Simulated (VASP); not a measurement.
# W (Im-3m) in VASP: further runs

The runs below take W through relaxation of cell and atoms, with PBE+D3(BJ).

Program: VASP 6.6.1. These are calculated values, not measurements. Logs are shortened: lines on timing, memory, paths and dates and some standing lists are left out, and cuts for length are marked.

## 1. The structure

The structure is cubic, space group Im-3m (No. 229). The conventional cell has a = 3.165 Å, b = 3.165 Å, c = 3.165 Å, α = 90.00°, β = 90.00°, γ = 90.00°. W (site symmetry m-3m) has 8 W at 2.74 Å as nearest neighbours.

## 2. Relaxation of cell and atoms, PBE+D3(BJ)

The input, INCAR:

```
  PREC = Accurate
  ENCUT = 520
  EDIFF = 1E-7
  ISMEAR = 0
  SIGMA = 0.1
  LREAL = False
  LASPH = True
  NELM = 80
  ALGO = Normal
  ISIF = 3
  LWAVE = False
  LCHARG = False
  GGA = PE
  IVDW = 12
  IBRION = 2
  NSW = 80
  EDIFFG = -0.002
```

The input, KPOINTS:

```
Automatic mesh
0
Gamma
  18 18 18
```

The input, POSCAR:

```
W
1.0
   -1.5823450000      1.5823450000      1.5823450000
    1.5823450000     -1.5823450000      1.5823450000
    1.5823450000      1.5823450000     -1.5823450000
W
1
Direct
    0.0000000000      0.0000000000      0.0000000000
```

Potentials or basis: VASP PAW PBE potentials, release 64 (W_sv).

The run is started by

```console
cat potpaw_PBE.64/W_sv/POTCAR > POTCAR
mpirun -np 1 vasp_std > vasp.out
```

OUTCAR:

```text
PREC = Accurate
   ENCUT = 520
   EDIFF = 1E-7
   ISMEAR = 0
   LREAL = False
   LASPH = True
   NELM = 80
   ISIF = 3
   GGA = PE
   IVDW = 12
   IBRION = 2
   NSW = 80
   EDIFFG = -0.002
 IVDW          = 12

 ion  position               nearest neighbor table
   1  0.000  0.000  0.000-

  LATTYP: Found a body centered cubic cell.
 ALAT       =     3.1646900000

  Lattice vectors:

 A1 = (  -1.5823450000,   1.5823450000,   1.5823450000)
 A2 = (   1.5823450000,  -1.5823450000,   1.5823450000)
 A3 = (   1.5823450000,   1.5823450000,  -1.5823450000)

Analysis of symmetry for initial positions (statically):
=====================================================================
 Subroutine PRICEL returns:
 Original cell was already a primitive cell.

 Routine SETGRP: Setting up the symmetry group for a
 body centered cubic supercell.

 Subroutine GETGRP returns: Found 48 space group operations
 (whereof 48 operations were pure point group operations)
 out of a pool of 48 trial point group operations.

The static configuration has the point symmetry O_h .

Analysis of symmetry for dynamics (positions and initial velocities):
=====================================================================
 Subroutine PRICEL returns:
 Original cell was already a primitive cell.

 Routine SETGRP: Setting up the symmetry group for a
 body centered cubic supercell.

 Subroutine GETGRP returns: Found 48 space group operations
 (whereof 48 operations were pure point group operations)
 out of a pool of 48 trial point group operations.

The dynamic configuration has the point symmetry O_h .

 Subroutine INISYM returns: Found 48 space group operations
 (whereof 48 operations are pure point group operations),
 and found     1 'primitive' translations

----------------------------------------------------------------------------------------

                                     Primitive cell

  volume of cell :      15.8476

  direct lattice vectors                    reciprocal lattice vectors
    -1.582345000  1.582345000  1.582345000     0.000000000  0.315986716  0.315986716
     1.582345000 -1.582345000  1.582345000     0.315986716  0.000000000  0.315986716
     1.582345000  1.582345000 -1.582345000     0.315986716  0.315986716  0.000000000

  length of vectors
     2.740701935  2.740701935  2.740701935     0.446872699  0.446872699  0.446872699

  position of ions in fractional coordinates (direct lattice)
     0.000000000  0.000000000  0.000000000

  ion indices of the primitive-cell ions
   primitive index   ion index
                 1           1

----------------------------------------------------------------------------------------

 KPOINTS: Automatic mesh

Automatic generation of k-mesh.
 Grid dimensions read from file:
 generate k-points for:   18   18   18

 Generating k-lattice:

  Cartesian coordinates                     Fractional coordinates (reciprocal lattice)
     0.000000000  0.017554818  0.017554818     0.055555556  0.000000000  0.000000000
     0.017554818  0.000000000  0.017554818     0.000000000  0.055555556  0.000000000
     0.017554818  0.017554818  0.000000000     0.000000000  0.000000000  0.055555556

  Length of vectors
     0.024826261  0.024826261  0.024826261

  Shift w.r.t. Gamma in fractional coordinates (k-lattice)
     0.000000000  0.000000000  0.000000000

 Subroutine IBZKPT returns following result:
 ===========================================

 Found    195 irreducible k-points:

 Following reciprocal coordinates:
            Coordinates               Weight
  0.000000  0.000000  0.000000      1.000000
  0.055556  0.000000  0.000000     12.000000
  0.111111  0.000000  0.000000     12.000000
  0.166667  0.000000  0.000000     12.000000
  0.222222  0.000000  0.000000     12.000000
  0.277778  0.000000  0.000000     12.000000
[... 16 lines left out ...]
  0.333333  0.111111 -0.000000     48.000000
  0.388889  0.111111  0.000000     48.000000
 [... further k-points ...]
   k-points           NKPTS =    195   k-points in BZ     NKDIM =    195   number of bands    NBANDS=     11
   number of dos      NEDOS =    301   number of ions     NIONS =      1
   total plane-waves  NPLWV =   8000
   dimension x,y,z NGX =    20 NGY =   20 NGZ =   20
   dimension x,y,z NGXF=    40 NGYF=   40 NGZF=   40
   ions per type =               1
   NGX,Y,Z   is equivalent  to a cutoff of  12.13, 12.13, 12.13 a.u.
   NGXF,Y,Z  is equivalent  to a cutoff of  24.26, 24.26, 24.26 a.u.
 SYSTEM =  unknown system
   PREC   = accura    normal or accurate (medium, high low for compatibility)
   ISTART =      0    job   : 0-new  1-cont  2-samecut
   ICHARG =      2    charge: 1-file 2-atom 10-const
   ISPIN  =      1    spin polarized calculation?
   LNONCOLLINEAR =      F non collinear calculations
   LSORBIT =      F    spin-orbit coupling
   LASPH  =      T    aspherical Exc in radial PAW
   ENCUT  =  520.0 eV  38.22 Ry    6.18 a.u.   5.10  5.10  5.10*2*pi/ulx,y,z
   NELM   =     80;   NELMIN=  2; NELMDL= -5     # of ELM steps
   EDIFF  = 0.1E-06   stopping-criterion for ELM
   LREAL  =      F    real-space projection
   EDIFFG = -.2E-02   stopping-criterion for IOM
   NSW    =     80    number of steps for IOM
   IBRION =      2    ionic relax: 0-MD 1-quasi-New 2-CG
   NFREE  =      1    steps in history (QN), initial steepest desc. (CG)
   ISIF   =      3    stress and relaxation
   ISYM   =      2    0-nonsym 1-usesym 2-fastsym
   POTIM  = 0.5000    time-step for ionic-motion
   TEBEG  =    0.0;   TEEND  =   0.0 temperature during run
   PSTRESS=    0.0 pullay stress
   NELECT =      14.0000    total number of electrons
   NUPDOWN=      -1.0000    fix difference up-down
   EMIN   =  10.00;   EMAX   =-10.00  energy-range for DOS
   EFERMI =   0.00;   METHOD = LEGACY
   ISMEAR =     0;   SIGMA  =   0.10  broadening in eV -4-tet -1-fermi 0-gaus
   EFERMI_NEDOS =   21; number of points for ismear=-14 and -15
   IALGO  =     38    algorithm
   IMIX   =      4    mixing-type and parameters
     AMIX     =   0.40;   BMIX     =  1.00
     AMIX_MAG =   1.60;   BMIX_MAG =  1.00
  volume/ion in A,a.u.               =      15.85       106.94
  Fermi-wavevector in a.u.,A,eV,Ry     =   1.570832  2.968442 33.572544  2.467512
  Thomas-Fermi vector in A             =   2.672506
   LORBIT       =      0    0 simple, 1 ext, 2 COOP (PROOUT), +10 PAW based schemes
   GGA     = PE    functional components
   LHFCALC =     F    Hartree Fock is set to
   AEXX    =    0.0000 exact exchange contribution
   IVDW    =    12    specifies the selected vdW correction
   LEPSILON=     F    determine dielectric tensor
   LRPA    =     F    only Hartree local field effects (RPA)
 conjugate gradient relaxation of ions
 non-spin polarized calculation
 Gauss-broadening in eV      SIGMA  =   0.10
  energy-cutoff  :      520.00
  volume of cell :       15.85
 maximum number of plane-waves:       440
   NGX = 11   NGY = 11   NGZ = 11

--------------------------------------- Ionic step        1  -------------------------------------------

 number of electron      14.0000004 magnetization

 Free energy of the ion-electron system (eV)
  ---------------------------------------------------
  ext. energy  EPLUGINS =         0.00000000
  ---------------------------------------------------
  free energy    TOTEN  =       -12.94507089 eV

  energy without entropy =      -12.94160198  energy(sigma->0) =      -12.94333644

------------------------ aborting loop because EDIFF is reached ----------------------------------------

 Edisp (eV)   -0.69548

 E8    (eV) :    -0.3566

  FORCE on cell =-STRESS in cart. coord.  units (eV):
  Direction    XX          YY          ZZ          XY          YZ          ZX
  --------------------------------------------------------------------------------------
  -------------------------------------------------------------------------------------
  Total      -0.10273    -0.10273    -0.10273     0.00000    -0.00000    -0.00000
  in kB     -10.38544   -10.38544   -10.38544     0.00000    -0.00000    -0.00000
  external pressure =      -10.39 kB  Pullay stress =        0.00 kB
[... 59 lines left out ...]
  energy  without entropy=      -13.6351318883  energy(sigma->0) =      -13.63683326

--------------------------------------- Ionic step        3  -------------------------------------------

 number of electron      14.0000004 magnetization

 Free energy of the ion-electron system (eV)
  ---------------------------------------------------
  ext. energy  EPLUGINS =         0.00000000
  ---------------------------------------------------
  free energy    TOTEN  =       -12.94289865 eV

  energy without entropy =      -12.93944624  energy(sigma->0) =      -12.94117244

 E-fermi :  11.4914     XC(G=0): -13.6602

 val. band max:       11.4883671765   @ k =  -0.2778   0.3333   0.2222
 cond. band min:      11.5025748792   @ k =   0.5000   0.5000   0.2222
 fundamental gap:      0.0142077026
 Fermi energy:        11.4914153424

 k-point     1 :       0.0000    0.0000    0.0000
  band No.  band energies     occupation
      1     -62.6804      2.00000
      2     -26.2375      2.00000
      3     -26.2375      2.00000
      4     -26.2375      2.00000
      5       1.8377      2.00000
      6      10.2616      2.00000
      7      10.2616      2.00000
      8      10.2616      2.00000
      9      13.7663      0.00000
     10      13.7663      0.00000
     11      26.0193      0.00000
[... 309 lines left out ...]
 k-point    24 :       0.3889    0.1111    0.0000
  band No.  band energies     occupation
      1     -62.5440      2.00000
      2     -27.4600      2.00000
      3     -26.6962      2.00000
      4     -26.3025      2.00000
      5       5.6379      2.00000
      6       8.0647      2.00000
      7      10.9098      2.00000
      8      13.5372      0.00000
      9      14.8760      0.00000
     10      17.9574      0.00000
     11      22.4716      0.00000

 [... further k-points ...]

------------------------ aborting loop because EDIFF is reached ----------------------------------------

 Edisp (eV)   -0.69782

 E8    (eV) :    -0.3578

  FORCE on cell =-STRESS in cart. coord.  units (eV):
  Direction    XX          YY          ZZ          XY          YZ          ZX
  --------------------------------------------------------------------------------------
  -------------------------------------------------------------------------------------
  Total       0.00083     0.00083     0.00083     0.00000     0.00000     0.00000
  in kB       0.08390     0.08390     0.08390     0.00000     0.00000     0.00000
  external pressure =        0.08 kB  Pullay stress =        0.00 kB
[... 16 lines left out ...]
  FREE ENERGIE OF THE ION-ELECTRON SYSTEM (eV)
  ---------------------------------------------------
  free  energy   TOTEN  =       -13.6407189278 eV

  energy  without entropy=      -13.6372665148  energy(sigma->0) =      -13.63899272

 reached required accuracy - stopping structural energy minimisation
```

It took 46 s on 1 thread of Intel Xeon Platinum 8488C (Sapphire Rapids), shared host; peak memory 0.17 GiB.

What came out:

- Free energy: -13.6407 eV
- Relaxed volume: 15.80 Å³/atom
- Relaxed cell: a = 2.738 Å, b = 2.738 Å, c = 2.738 Å, α = 109.47°, β = 109.47°, γ = 109.47°
- Space group after relaxing (to 0.05 Å): Im-3m (No. 229)
- Energy gained by relaxing: 0.2 meV/atom
- Ionic steps: 3
- Pressure after relaxing: 0.0 GPa
- Band gap on the k mesh: none (metal or under the smearing width)
- Dispersion energy per atom: -0.698 eV

The path:
```csv
step,energy change (eV),largest force (eV/Å),pressure (GPa),volume (Å³)
1,0.0000,0.0000,-1.04,15.85
2,0.0020,0.0000,3.89,15.61
3,-0.0002,0.0000,0.01,15.80
```

Final structure:
```yaml
crystal:
  lattice:
    - [-1.58063, 1.58063, 1.58063]
    - [1.58063, -1.58063, 1.58063]
    - [1.58063, 1.58063, -1.58063]
  atoms:
    - { symbol: W, position: [0.00000, 0.00000, 0.00000] }
```

Caveat: pairwise dispersion overbinds metals, which lowers pressure and volume. The run has no spin-orbit coupling, so splittings on W are missing.

## 3. Relaxation of cell and atoms, PBE+D3(BJ)

This run uses another cell than the first one, of 15.80 Å³/atom, 0.997 times its volume.

INCAR is that of step 2.

KPOINTS is that of step 2.

The input, POSCAR:

```
W                                       
1.0
   -1.5806301208      1.5806301208      1.5806301208
    1.5806301208     -1.5806301208      1.5806301208
    1.5806301208      1.5806301208     -1.5806301208
  W             
     1
Direct
     0.0000000000000000    0.0000000000000000    0.0000000000000000
```

Potentials or basis: VASP PAW PBE potentials, release 64 (W_sv).

The run is started by

```console
cat potpaw_PBE.64/W_sv/POTCAR > POTCAR
mpirun -np 1 vasp_std > vasp.out
```

OUTCAR:

```text
PREC = Accurate
   ENCUT = 520
   EDIFF = 1E-7
   ISMEAR = 0
   LREAL = False
   LASPH = True
   NELM = 80
   ISIF = 3
   GGA = PE
   IVDW = 12
   IBRION = 2
   NSW = 80
   EDIFFG = -0.002
 IVDW          = 12

 ion  position               nearest neighbor table
   1  0.000  0.000  0.000-

  LATTYP: Found a body centered cubic cell.
 ALAT       =     3.1612602416

  Lattice vectors:

 A1 = (  -1.5806301208,   1.5806301208,   1.5806301208)
[... 518 lines left out ...]
     11      22.4716      0.00000

 [... further k-points ...]

------------------------ aborting loop because EDIFF is reached ----------------------------------------

 Edisp (eV)   -0.69782

 E8    (eV) :    -0.3578

  FORCE on cell =-STRESS in cart. coord.  units (eV):
  Direction    XX          YY          ZZ          XY          YZ          ZX
  --------------------------------------------------------------------------------------
  -------------------------------------------------------------------------------------
  Total       0.00093     0.00093     0.00093     0.00000     0.00000     0.00000
  in kB       0.09401     0.09401     0.09401     0.00000     0.00000     0.00000
  external pressure =        0.09 kB  Pullay stress =        0.00 kB

 VOLUME and BASIS-vectors are now :
 -----------------------------------------------------------------------------
  energy-cutoff  :      520.00
  volume of cell :       15.80
      direct lattice vectors                 reciprocal lattice vectors
    -1.580630121  1.580630121  1.580630121     0.000000000  0.316329541  0.316329541
     1.580630121 -1.580630121  1.580630121     0.316329541  0.000000000  0.316329541
     1.580630121  1.580630121 -1.580630121     0.316329541  0.316329541  0.000000000

 POSITION                                       TOTAL-FORCE (eV/Angst)
 -----------------------------------------------------------------------------------
      0.00000      0.00000      0.00000        -0.000000     -0.000000      0.000000
 -----------------------------------------------------------------------------------
    total drift:                                0.000000     -0.000000      0.000000

  FREE ENERGIE OF THE ION-ELECTRON SYSTEM (eV)
  ---------------------------------------------------
  free  energy   TOTEN  =       -13.6406856324 eV

  energy  without entropy=      -13.6372332062  energy(sigma->0) =      -13.63895942

 reached required accuracy - stopping structural energy minimisation
```

It took 20 s on 1 thread of Intel Xeon Platinum 8488C (Sapphire Rapids), shared host; peak memory 0.16 GiB.

What came out:

| Item | Value |
| --- | --- |
| Free energy | -13.6407 eV |
| Pressure after relaxing | 0.0 GPa |
| Band gap on the k mesh | none (metal or under the smearing width) |
| Dispersion energy per atom | -0.698 eV |

Final structure:
```
CELL_PARAMETERS angstrom
-1.58063 1.58063 1.58063
1.58063 -1.58063 1.58063
1.58063 1.58063 -1.58063
ATOMIC_POSITIONS crystal
W 0.00000 0.00000 0.00000
```

Caveat: the relaxation stopped at its first step, so nothing moved; pairwise dispersion overbinds metals, which lowers pressure and volume. The run has no spin-orbit coupling, so splittings on W are missing.
